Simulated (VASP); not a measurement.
# BN (P6_3/mmc) in VASP: settings compared, part 2 of 3

VASP 6.6.1. Earlier steps stand in the parts before.

### Step 3. Band structure, LDA

POSCAR reads:

```
BN
1.0
    2.4982400000      0.0000000000      0.0000000000
   -1.2491200000      2.1635393048      0.0000000000
    0.0000000000      0.0000000000      6.6357000000
N B
2 2
Direct
    0.6666666667      0.3333333333      0.2500000000
    0.3333333333      0.6666666667      0.7500000000
    0.6666666667      0.3333333333      0.7500000000
    0.3333333333      0.6666666667      0.2500000000
```

INCAR.step1 reads:

```
SYSTEM = BN
PREC     = Accurate       ! precision mode
ENCUT    = 520            ! plane-wave cutoff, eV
EDIFF    = 1E-6           ! SCF threshold, eV
ISMEAR   = 0              ! smearing method
SIGMA    = 0.02           ! smearing width, eV
LREAL    = .FALSE.        ! projectors in reciprocal space
LASPH    = .TRUE.         ! aspherical terms in the spheres
NELM     = 80             ! most SCF steps
ALGO     = Normal         ! electronic algorithm
ISIF     = 2              ! what is computed and relaxed
LWAVE    = .FALSE.        ! write WAVECAR
LCHARG   = .TRUE.         ! write CHGCAR
GGA      = CA             ! functional
```

KPOINTS.step1 reads:

```
regular mesh
0
G
  12 12 4
  0 0 0
```

INCAR.step2 reads:

```
SYSTEM = BN
PREC     = Accurate       ! precision mode
ENCUT    = 520            ! plane-wave cutoff, eV
EDIFF    = 1E-6           ! SCF threshold, eV
ISMEAR   = 0              ! smearing method
SIGMA    = 0.05           ! smearing width, eV
LREAL    = .FALSE.        ! projectors in reciprocal space
LASPH    = .TRUE.         ! aspherical terms in the spheres
NELM     = 80             ! most SCF steps
ALGO     = Normal         ! electronic algorithm
ISIF     = 2              ! what is computed and relaxed
LWAVE    = .FALSE.        ! write WAVECAR
LCHARG   = .FALSE.        ! write CHGCAR
GGA      = CA             ! functional
ICHARG   = 11             ! starting density
```

KPOINTS.step2 reads:

```
path GMKGALHA,LM,KH
20
line-mode
reciprocal
 0.0000000000  0.0000000000  0.0000000000  G
 0.5000000000  0.0000000000  0.0000000000  M

 0.5000000000  0.0000000000  0.0000000000  M
 0.3333333333  0.3333333333  0.0000000000  K

 0.3333333333  0.3333333333  0.0000000000  K
 0.0000000000  0.0000000000  0.0000000000  G

 0.0000000000  0.0000000000  0.0000000000  G
 0.0000000000  0.0000000000  0.5000000000  A

 0.0000000000  0.0000000000  0.5000000000  A
 0.5000000000  0.0000000000  0.5000000000  L

 0.5000000000  0.0000000000  0.5000000000  L
 0.3333333333  0.3333333333  0.5000000000  H

 0.3333333333  0.3333333333  0.5000000000  H
 0.0000000000  0.0000000000  0.5000000000  A

 0.5000000000  0.0000000000  0.5000000000  L
 0.5000000000  0.0000000000  0.0000000000  M

 0.3333333333  0.3333333333  0.0000000000  K
 0.3333333333  0.3333333333  0.5000000000  H
```

Potentials or basis: VASP PAW LDA potentials, release 64 (N, B).

On the command line:

```bash
> cat potpaw_LDA.64/N/POTCAR potpaw_LDA.64/B/POTCAR > POTCAR
> cp INCAR.step1 INCAR
> cp KPOINTS.step1 KPOINTS
> mpirun -np 1 vasp_std > vasp.out
> cp INCAR.step2 INCAR
> cp KPOINTS.step2 KPOINTS
> mpirun -np 1 vasp_std > vasp.out
```

OUTCAR:

```text
SYSTEM = BN
   PREC = Accurate
   ENCUT = 520
   EDIFF = 1E-6
   ISMEAR = 0
   LREAL = .FALSE.
   LASPH = .TRUE.
   NELM = 80
   ISIF = 2
   GGA = CA
   ICHARG = 11

 ion  position               nearest neighbor table
   1  0.667  0.333  0.250-   4 1.44   4 1.44   4 1.44
   2  0.333  0.667  0.750-   3 1.44   3 1.44   3 1.44
   3  0.667  0.333  0.750-   2 1.44   2 1.44   2 1.44
   4  0.333  0.667  0.250-   1 1.44   1 1.44   1 1.44

  LATTYP: Found a hexagonal cell.
 ALAT       =     2.4982400000
 C/A-ratio  =     2.6561499296

  Lattice vectors:

 A1 = (   2.4982400000,   0.0000000000,   0.0000000000)
 A2 = (  -1.2491200000,   2.1635393048,   0.0000000000)
 A3 = (   0.0000000000,   0.0000000000,   6.6357000000)

Analysis of symmetry for initial positions (statically):
=====================================================================
 Subroutine PRICEL returns:
 Original cell was already a primitive cell.

 Routine SETGRP: Setting up the symmetry group for a
 hexagonal supercell.

 Subroutine GETGRP returns: Found 24 space group operations
 (whereof 12 operations were pure point group operations)
 out of a pool of 24 trial point group operations.

The static configuration has the point symmetry D_3d.
 The point group associated with its full space group is D_6h.

Analysis of symmetry for dynamics (positions and initial velocities):
=====================================================================
 Subroutine PRICEL returns:
 Original cell was already a primitive cell.

 Routine SETGRP: Setting up the symmetry group for a
 hexagonal supercell.

 Subroutine GETGRP returns: Found 24 space group operations
 (whereof 12 operations were pure point group operations)
 out of a pool of 24 trial point group operations.

The dynamic configuration has the point symmetry D_3d.
 The point group associated with its full space group is D_6h.

 Subroutine INISYM returns: Found 24 space group operations
 (whereof 12 operations are pure point group operations),
 and found     1 'primitive' translations

----------------------------------------------------------------------------------------

                                     Primitive cell

  volume of cell :      35.8662

  direct lattice vectors                    reciprocal lattice vectors
     2.498240000  0.000000000  0.000000000     0.400281798  0.231102804  0.000000000
    -1.249120000  2.163539305  0.000000000     0.000000000  0.462205608  0.000000000
     0.000000000  0.000000000  6.635700000     0.000000000  0.000000000  0.150700002

  length of vectors
     2.498240000  2.498240000  6.635700000     0.462205608  0.462205608  0.150700002

  position of ions in fractional coordinates (direct lattice)
     0.666666667  0.333333333  0.250000000
     0.333333333  0.666666667  0.750000000
     0.666666667  0.333333333  0.750000000
     0.333333333  0.666666667  0.250000000

  ion indices of the primitive-cell ions
   primitive index   ion index
                 1           1
                 2           2
[... 46 lines left out ...]
  0.482456  0.035088  0.000000      0.005556
  0.473684  0.052632  0.000000      0.005556
 [... further k-points ...]
   k-points           NKPTS =    180   k-points in BZ     NKDIM =    180   number of bands    NBANDS=     12
   number of dos      NEDOS =    301   number of ions     NIONS =      4
   total plane-waves  NPLWV =  20000
   dimension x,y,z NGX =    20 NGY =   20 NGZ =   50
   dimension x,y,z NGXF=    40 NGYF=   40 NGZF=  100
   ions per type =               2   2
   NGX,Y,Z   is equivalent  to a cutoff of  13.31, 13.31, 12.53 a.u.
   NGXF,Y,Z  is equivalent  to a cutoff of  26.62, 26.62, 25.05 a.u.
 SYSTEM =  BN
   PREC   = accura    normal or accurate (medium, high low for compatibility)
   ISTART =      0    job   : 0-new  1-cont  2-samecut
   ICHARG =     11    charge: 1-file 2-atom 10-const
   ISPIN  =      1    spin polarized calculation?
   LNONCOLLINEAR =      F non collinear calculations
   LSORBIT =      F    spin-orbit coupling
   LASPH  =      T    aspherical Exc in radial PAW
   ENCUT  =  520.0 eV  38.22 Ry    6.18 a.u.   4.65  4.65 12.34*2*pi/ulx,y,z
   NELM   =     80;   NELMIN=  2; NELMDL=  0     # of ELM steps
   EDIFF  = 0.1E-05   stopping-criterion for ELM
   LREAL  =      F    real-space projection
   EDIFFG = 0.1E-04   stopping-criterion for IOM
   NSW    =      0    number of steps for IOM
   IBRION =     -1    ionic relax: 0-MD 1-quasi-New 2-CG
   NFREE  =      0    steps in history (QN), initial steepest desc. (CG)
   ISIF   =      2    stress and relaxation
   ISYM   =      2    0-nonsym 1-usesym 2-fastsym
   POTIM  = 0.5000    time-step for ionic-motion
   TEBEG  =    0.0;   TEEND  =   0.0 temperature during run
   PSTRESS=    0.0 pullay stress
   NELECT =      16.0000    total number of electrons
   NUPDOWN=      -1.0000    fix difference up-down
   EMIN   =  10.00;   EMAX   =-10.00  energy-range for DOS
   EFERMI =   0.00;   METHOD = LEGACY
   ISMEAR =     0;   SIGMA  =   0.05  broadening in eV -4-tet -1-fermi 0-gaus
   EFERMI_NEDOS =   21; number of points for ismear=-14 and -15
   IALGO  =     38    algorithm
   IMIX   =      4    mixing-type and parameters
     AMIX     =   0.40;   BMIX     =  1.00
     AMIX_MAG =   1.60;   BMIX_MAG =  1.00
  volume/ion in A,a.u.               =       8.97        60.51
  Fermi-wavevector in a.u.,A,eV,Ry     =   1.250891  2.363842 21.289433  1.564729
  Thomas-Fermi vector in A             =   2.384864
   LORBIT       =      0    0 simple, 1 ext, 2 COOP (PROOUT), +10 PAW based schemes
   GGA     = CA    functional components
   LHFCALC =     F    Hartree Fock is set to
   AEXX    =    0.0000 exact exchange contribution
   IVDW    =     0    specifies the selected vdW correction
   LEPSILON=     F    determine dielectric tensor
   LRPA    =     F    only Hartree local field effects (RPA)
 non-spin polarized calculation
 Gauss-broadening in eV      SIGMA  =   0.05
  energy-cutoff  :      520.00
  volume of cell :       35.87
 maximum number of plane-waves:       991
 NGX is ok and might be reduce to    20

 number of electron      16.0000003 magnetization

 Free energy of the ion-electron system (eV)
  ---------------------------------------------------
  ext. energy  EPLUGINS =         0.00000000
  ---------------------------------------------------
  free energy    TOTEN  =       -36.57240247 eV

  energy without entropy =      -36.57240247  energy(sigma->0) =      -36.57240247

 E-fermi :   2.4838     XC(G=0): -10.5395

 val. band max:        2.2251016495   @ k =   0.2982   0.2982   0.0000
 cond. band min:       6.2669503550   @ k =   0.5000   0.0000   0.0000
 fundamental gap:      4.0418487055
 Fermi energy:         2.4837802054

 k-point     1 :       0.0000    0.0000    0.0000
  band No.  band energies     occupation
      1     -15.4490      2.00000
      2     -15.1328      2.00000
      3      -4.1865      2.00000
      4      -1.9673      2.00000
      5       0.8478      2.00000
      6       0.8478      2.00000
      7       0.8854      2.00000
      8       0.8854      2.00000
      9       7.1211      0.00000
     10      12.2443      0.00000
     11      13.6715      0.00000
     12      13.7318      0.00000
[... 331 lines left out ...]
 k-point    24 :       0.4737    0.0526    0.0000
  band No.  band energies     occupation
      1     -12.1646      2.00000
      2     -12.0933      2.00000
      3      -6.6799      2.00000
      4      -6.6146      2.00000
      5      -2.1471      2.00000
      6      -2.0788      2.00000
      7       0.7385      2.00000
      8       1.7773      2.00000
      9       6.2977      0.00000
     10       7.7081      0.00000
     11      11.9120      0.00000
     12      12.4283      0.00000

 [... further k-points ...]

------------------------ aborting loop because EDIFF is reached ----------------------------------------

  FORCE on cell =-STRESS in cart. coord.  units (eV):
  Direction    XX          YY          ZZ          XY          YZ          ZX
  --------------------------------------------------------------------------------------
  -------------------------------------------------------------------------------------
  Total        4.8797964      4.8797964      3.7018612      0.0000000     -0.0000000      0.0000000
  in kB      217.9849941    217.9849941    165.3655436      0.0000000     -0.0000000      0.0000000
  external PRESSURE =     200.4451773 kB  Pullay stress =       0.0000000 kB

 VOLUME and BASIS-vectors are now :
 -----------------------------------------------------------------------------
  energy-cutoff  :      520.00
  volume of cell :       35.87
      direct lattice vectors                 reciprocal lattice vectors
     2.498240000  0.000000000  0.000000000     0.400281798  0.231102804  0.000000000
    -1.249120000  2.163539305  0.000000000     0.000000000  0.462205608  0.000000000
     0.000000000  0.000000000  6.635700000     0.000000000  0.000000000  0.150700002

 POSITION                                       TOTAL-FORCE (eV/Angst)
 -----------------------------------------------------------------------------------
      1.24912      0.72118      1.65892        -0.000000      0.000000      0.000000
     -0.00000      1.44236      4.97677         0.000000     -0.000000      0.000000
      1.24912      0.72118      4.97677        -0.000000      0.000000      0.000000
     -0.00000      1.44236      1.65892         0.000000      0.000000      0.000000
 -----------------------------------------------------------------------------------
    total drift:                                0.000000     -0.000000      0.000000

  FREE ENERGIE OF THE ION-ELECTRON SYSTEM (eV)
  ---------------------------------------------------
  free  energy   TOTEN  =       -36.5724024690 eV

  energy  without entropy=      -36.5724024690  energy(sigma->0) =      -36.57240247
```

Run time: 76 s. Hardware: 1 thread of Intel Xeon Platinum 8375C at 2.90GHz (Ice Lake), shared host; peak memory 0.18 GiB.

Results:

```
Band gap on the k mesh  : 4.09 eV, indirect (least direct gap 4.51 eV)
Band gap along the path : 4.04 eV, indirect (least direct gap 4.51 eV)
```

Levels at the corners of the path, in eV from the valence-band top:
```csv
point,band 5,band 6,band 7,band 8,band 9,band 10,band 11,band 12
Γ,-1.38,-1.38,-1.34,-1.34,4.90,10.02,11.45,11.51
M,-4.21,-4.15,-1.53,-0.48,4.04,5.50,9.49,9.97
M,-4.21,-4.15,-1.53,-0.48,4.04,5.50,9.49,9.97
K,-7.10,-7.10,-0.13,-0.13,4.70,4.70,10.34,13.00
K,-7.10,-7.10,-0.13,-0.13,4.70,4.70,10.34,13.00
Γ,-1.38,-1.38,-1.34,-1.34,4.90,10.02,11.45,11.55
Γ,-1.38,-1.38,-1.34,-1.34,4.90,10.02,11.44,11.47
A,-1.36,-1.36,-1.36,-1.36,7.33,7.33,11.51,11.51
A,-1.36,-1.36,-1.36,-1.36,7.33,7.33,11.51,11.51
L,-4.18,-4.18,-0.99,-0.99,4.53,4.53,9.93,9.93
L,-4.18,-4.18,-0.99,-0.99,4.53,4.53,9.93,9.93
H,-7.11,-7.11,-0.04,-0.04,4.47,4.47,11.57,11.57
H,-7.11,-7.11,-0.04,-0.04,4.47,4.47,11.57,11.57
A,-1.36,-1.36,-1.36,-1.36,7.33,7.33,11.51,11.51
L,-4.18,-4.18,-0.99,-0.99,4.53,4.53,9.93,9.93
M,-4.21,-4.15,-1.53,-0.48,4.04,5.50,9.49,9.97
K,-7.10,-7.10,-0.13,-0.13,4.70,4.70,10.34,13.00
H,-7.11,-7.11,-0.04,-0.04,4.47,4.47,11.57,11.57
```

Caveat: the log is that of the step along the path at fixed density, whose energy, stress, charges and moments have no meaning.

### Step 4. Band structure, r2SCAN

INCAR reads:

```
SYSTEM = BN
PREC     = Accurate       ! precision mode
ENCUT    = 520            ! plane-wave cutoff, eV
EDIFF    = 1E-6           ! SCF threshold, eV
ISMEAR   = 0              ! smearing method
SIGMA    = 0.02           ! smearing width, eV
LREAL    = .FALSE.        ! projectors in reciprocal space
LASPH    = .TRUE.         ! aspherical terms in the spheres
NELM     = 80             ! most SCF steps
ALGO     = Normal         ! electronic algorithm
ISIF     = 2              ! what is computed and relaxed
LWAVE    = .FALSE.        ! write WAVECAR
LCHARG   = .FALSE.        ! write CHGCAR
METAGGA  = R2SCAN         ! meta-GGA
LMIXTAU  = .TRUE.
```

KPOINTS reads:

```
regular mesh
0
G
  12 12 4
  0 0 0
```

POSCAR is that of step 3.

KPOINTS_OPT reads:

```
path GMKGALHA,LM,KH
20
line-mode
reciprocal
 0.0000000000  0.0000000000  0.0000000000  G
 0.5000000000  0.0000000000  0.0000000000  M

 0.5000000000  0.0000000000  0.0000000000  M
 0.3333333333  0.3333333333  0.0000000000  K

 0.3333333333  0.3333333333  0.0000000000  K
 0.0000000000  0.0000000000  0.0000000000  G

 0.0000000000  0.0000000000  0.0000000000  G
 0.0000000000  0.0000000000  0.5000000000  A

 0.0000000000  0.0000000000  0.5000000000  A
 0.5000000000  0.0000000000  0.5000000000  L

 0.5000000000  0.0000000000  0.5000000000  L
 0.3333333333  0.3333333333  0.5000000000  H

 0.3333333333  0.3333333333  0.5000000000  H
 0.0000000000  0.0000000000  0.5000000000  A

 0.5000000000  0.0000000000  0.5000000000  L
 0.5000000000  0.0000000000  0.0000000000  M

 0.3333333333  0.3333333333  0.0000000000  K
 0.3333333333  0.3333333333  0.5000000000  H
```

Potentials or basis: VASP PAW PBE potentials, release 64 (N, B).

On the command line:

```bash
> cat potpaw_PBE.64/N/POTCAR potpaw_PBE.64/B/POTCAR > POTCAR
> mpirun -np 1 vasp_std > vasp.out
```

OUTCAR:

```text
SYSTEM = BN
   PREC = Accurate
   ENCUT = 520
   EDIFF = 1E-6
   ISMEAR = 0
   LREAL = .FALSE.
   LASPH = .TRUE.
   NELM = 80
   ISIF = 2
   METAGGA = R2SCAN

 ion  position               nearest neighbor table
   1  0.667  0.333  0.250-   4 1.44   4 1.44   4 1.44
   2  0.333  0.667  0.750-   3 1.44   3 1.44   3 1.44
   3  0.667  0.333  0.750-   2 1.44   2 1.44   2 1.44
   4  0.333  0.667  0.250-   1 1.44   1 1.44   1 1.44

  LATTYP: Found a hexagonal cell.
 ALAT       =     2.4982400000
 C/A-ratio  =     2.6561499296

[... 560 lines left out ...]
  Direction    XX          YY          ZZ          XY          YZ          ZX
  --------------------------------------------------------------------------------------
  -------------------------------------------------------------------------------------
  Total        0.4360481      0.4360481      0.1551564      0.0000000      0.0000000      0.0000000
  in kB       19.4786701     19.4786701      6.9309805      0.0000000      0.0000000      0.0000000
  external PRESSURE =      15.2961069 kB  Pullay stress =       0.0000000 kB

 VOLUME and BASIS-vectors are now :
 -----------------------------------------------------------------------------
  energy-cutoff  :      520.00
  volume of cell :       35.87
      direct lattice vectors                 reciprocal lattice vectors
     2.498240000  0.000000000  0.000000000     0.400281798  0.231102804  0.000000000
    -1.249120000  2.163539305  0.000000000     0.000000000  0.462205608  0.000000000
     0.000000000  0.000000000  6.635700000     0.000000000  0.000000000  0.150700002

 POSITION                                       TOTAL-FORCE (eV/Angst)
 -----------------------------------------------------------------------------------
      1.24912      0.72118      1.65892         0.000000     -0.000000      0.000000
     -0.00000      1.44236      4.97677        -0.000000      0.000000      0.000000
      1.24912      0.72118      4.97677         0.000000      0.000000      0.000000
     -0.00000      1.44236      1.65892         0.000000     -0.000000      0.000000
 -----------------------------------------------------------------------------------
    total drift:                                0.000000     -0.000000      0.000000

  FREE ENERGIE OF THE ION-ELECTRON SYSTEM (eV)
  ---------------------------------------------------
  free  energy   TOTEN  =       -38.5915869868 eV

  energy  without entropy=      -38.5915869868  energy(sigma->0) =      -38.59158699
```

Run time: 5.3 min. Hardware: 1 thread of Intel Xeon Platinum 8375C at 2.90GHz (Ice Lake), shared host; peak memory 0.18 GiB.

What came out:

| Item | Value |
| --- | --- |
| Free energy | -38.5916 eV |
| Pressure | 1.5 GPa |
| Band gap on the k mesh | 4.89 eV, indirect (least direct gap 5.32 eV) |
| Band gap along the path | 4.84 eV, indirect (least direct gap 5.32 eV) |

Levels at the corners of the path, in eV from the valence-band top:
```csv
point,band 4,band 5,band 6,band 7,band 8,band 9,band 10,band 11,band 12
Γ,-4.26,-1.39,-1.39,-1.35,-1.35,5.60,11.08,12.32,12.36
M,-9.26,-4.34,-4.27,-1.49,-0.48,4.84,6.31,10.24,10.70
M,-9.26,-4.34,-4.27,-1.49,-0.48,4.84,6.31,10.24,10.70
K,-8.15,-7.51,-7.51,-0.12,-0.12,5.56,5.56,11.21,14.07
K,-8.15,-7.51,-7.51,-0.12,-0.12,5.56,5.56,11.21,14.07
Γ,-4.26,-1.39,-1.39,-1.35,-1.35,5.60,11.08,12.32,12.34
Γ,-4.26,-1.39,-1.39,-1.35,-1.35,5.60,11.08,12.32,12.36
A,-5.48,-1.37,-1.37,-1.37,-1.37,8.11,8.11,12.38,12.38
A,-5.48,-1.37,-1.37,-1.37,-1.37,8.11,8.11,12.38,12.38
L,-9.30,-4.31,-4.31,-0.96,-0.96,5.32,5.32,10.67,10.67
L,-9.30,-4.31,-4.31,-0.96,-0.96,5.32,5.32,10.67,10.67
H,-8.23,-7.52,-7.52,-0.04,-0.04,5.33,5.33,12.49,12.49
H,-8.23,-7.52,-7.52,-0.04,-0.04,5.33,5.33,12.49,12.49
A,-5.48,-1.37,-1.37,-1.37,-1.37,8.11,8.11,12.38,12.38
L,-9.30,-4.31,-4.31,-0.96,-0.96,5.32,5.32,10.67,10.67
M,-9.26,-4.34,-4.27,-1.49,-0.48,4.84,6.31,10.24,10.70
K,-8.15,-7.51,-7.51,-0.12,-0.12,5.56,5.56,11.21,14.07
H,-8.23,-7.52,-7.52,-0.04,-0.04,5.33,5.33,12.49,12.49
```

Caveat: the PAW data sets were made with another functional, which shifts forces and pressure a little.

[end of part 2 of 3]
